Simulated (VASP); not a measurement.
## GaN: relaxation of cell and atoms with PBE

The system is GaN.

```
CELL_PARAMETERS angstrom
3.18000 0.00000 0.00000
-1.59000 2.75396 0.00000
0.00000 0.00000 5.16600
ATOMIC_POSITIONS crystal
Ga 0.33333 0.66667 0.00000
Ga 0.66667 0.33333 0.50000
N 0.33333 0.66667 0.37500
N 0.66667 0.33333 0.87500
```

```yaml
Program: VASP 6.6.1
Task: relaxation of cell and atoms
Functional: PBE
Potentials_or_basis: VASP PAW PBE potentials, release 64 (Ga_d, N)
Cutoff: 520 eV
k_mesh: 9 × 9 × 4
Occupations: gaussian, width 0.02 eV
Spin: no spin polarisation
Further_INCAR_settings: ALGO = Fast; EDIFF = 1e-07; IBRION = 2; EDIFFG = -0.002; NSW = 80; ISIF = 3
```

```
Relaxed volume                         : 11.76 Å³/atom
Relaxed cell                           : a = 3.219 Å, b = 3.219 Å, c = 5.244 Å, α = 90.00°, β = 90.00°, γ = 120.00°
Space group after relaxing (to 0.05 Å) : P6_3mc (No. 186)
Energy gained by relaxing              : 10.4 meV/atom
Ionic steps                            : 11
Pressure after relaxing                : 0.0 GPa
Band gap on the k mesh                 : 1.71 eV, direct
```

The path:
```tsv
step	energy change (eV)	largest force (eV/Å)	pressure (GPa)	volume (Å³)
1	0.0000	0.1344	7.47	45.24
2	-0.0085	0.0608	-5.73	48.78
3	-0.0415	0.0142	0.00	47.05
4	-0.0415	0.0117	-0.14	47.09
5	-0.0415	0.0050	0.11	47.02
6	-0.0415	0.0072	0.04	47.04
7	-0.0415	0.0055	0.10	47.03
8	-0.0415	0.0070	0.04	47.03
9	-0.0415	0.0012	0.04	47.05
10	-0.0416	0.0020	-0.03	47.05
11	-0.0416	0.0010	0.00	47.05
```

Final structure:
```yaml
crystal:
  lattice:
    - [3.21861, 0.00000, 0.00000]
    - [-1.60930, 2.78740, 0.00000]
    - [0.00000, 0.00000, 5.24428]
  atoms:
    - { symbol: Ga, position: [0.33333, 0.66667, 0.99915] }
    - { symbol: Ga, position: [0.66667, 0.33333, 0.49915] }
    - { symbol: N, position: [0.33333, 0.66667, 0.37585] }
    - { symbol: N, position: [0.66667, 0.33333, 0.87585] }
```

Levels at points of the mesh, in eV from the valence-band top:
```csv
k point,band 16,band 17,band 18,band 19,band 20,band 21
"(0.00, 0.00, 0.00)",-0.04,0.00,0.00,1.71,4.06,9.02
"(0.00, 0.00, 0.50)",-0.51,-0.51,-0.51,4.06,4.06,8.31
```

It took 79 s on 4 MPI ranks on Intel(R) Xeon(R) Platinum 8259CL CPU @ 2.50GHz (Skylake/Cascade Lake), on a shared host, peak memory 0.18 GiB a rank.

Expect the measured gap to be larger: semilocal functionals such as PBE lack the derivative discontinuity. Zero-point motion and thermal expansion aren't in these numbers.
